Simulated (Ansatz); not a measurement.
**NaCl at 2.7 GPa: from Born charge to LO–TO splitting and polaron coupling**

Theory: DFT LDA, scalar-relativistic, plane waves, PAW in Ansatz 0.2.0. Cutoff 420 eV, 8×8×8 k-points (Γ-centred), fixed occupations. No spin polarisation. Phonons by linear response, acoustic sum rule imposed.

The cell is fixed (symmetry leaves no force on the atoms) and stands under 2.7 GPa:
```cif
data_structure
_symmetry_space_group_name_H-M 'P 1'
_symmetry_Int_Tables_number 1
_cell_length_a 3.2950
_cell_length_b 3.2950
_cell_length_c 3.2950
_cell_angle_alpha 90.000
_cell_angle_beta 90.000
_cell_angle_gamma 90.000
_cell_volume 35.77
loop_
_atom_site_label
_atom_site_type_symbol
_atom_site_fract_x
_atom_site_fract_y
_atom_site_fract_z
_atom_site_occupancy
Na1 Na 0.00000 0.00000 0.00000 1
Cl1 Cl 0.50000 0.50000 0.50000 1
```

The cell is the ideal cubic caesium chloride prototype; this isn't the usual structure of the compound.

Linear response gives ν_TO = 145.3 cm⁻¹, Born charges ±1.148 e (positive on Na) and ε∞ = 2.944. The primitive cell holds 35.774 Å³, and the masses are 22.990 and 35.450 amu.

**Question.** Find ν_LO and the static dielectric constant.

**Answer.** The long-wave field adds a restoring force: ω_LO² − ω_TO² = Z*²e²/(ε_vac ε∞ μV). In these units ν_LO² − ν_TO² = 4.92064×10⁷ Z*²/(μ V ε∞) cm⁻², with μ = m₁m₂/(m₁ + m₂) = 13.946 amu: 44148 cm⁻². So ν_LO = √(145.3² + 44148) = 255.4 cm⁻¹, and the run gives 255.4. Lyddane–Sachs–Teller then gives ε0 = ε∞ (ν_LO/ν_TO)² = 9.10, against 9.10 in the run (it forms both from the same three quantities, so the match checks the arithmetic only). Between ν_TO and ν_LO the dielectric function is negative and an undamped crystal reflects fully: a reststrahlen band from 39.1 to 68.8 μm.

**Question.** What do the Clausius–Mossotti polarisability and the Szigeti charge come to?

**Answer.** With the Lorentz local field, α = (3V/4π)(ε∞ − 1)/(ε∞ + 2) = 3.36 Å³ for the pair, and e_S = 3Z*/(ε∞ + 2) = 0.70 e. The Born charge includes the electrons' response to the dipole's own local field, and e_S takes that enhancement out. The Lorentz field assumes point-like polarisable ions, a fair picture at this small ε∞.

**Question.** How strongly does a slow electron couple to the LO mode?

**Answer.** For one isotropic parabolic band, Fröhlich's constant is α_F = (1/ε∞ − 1/ε0) √(m* Ry/ħω_LO), with Ry = 13.606 eV, ħω_LO = 31.7 meV and m* in free-electron masses: α_F = 0.2298 × 20.73 × √m* = 4.76 √m*. The band mass isn't part of this run; for m* = 0.1, 0.3 and 1 it gives 1.51, 2.61, 4.76. In weak coupling the polaron lies α_F ħω_LO below the band edge (83 meV at m* = 0.3) with a mass m*(1 + α_F/6); past α_F of about 5 or 6 that expansion fails. A semilocal functional's ε∞ tends to be too large, which taken alone lowers α_F.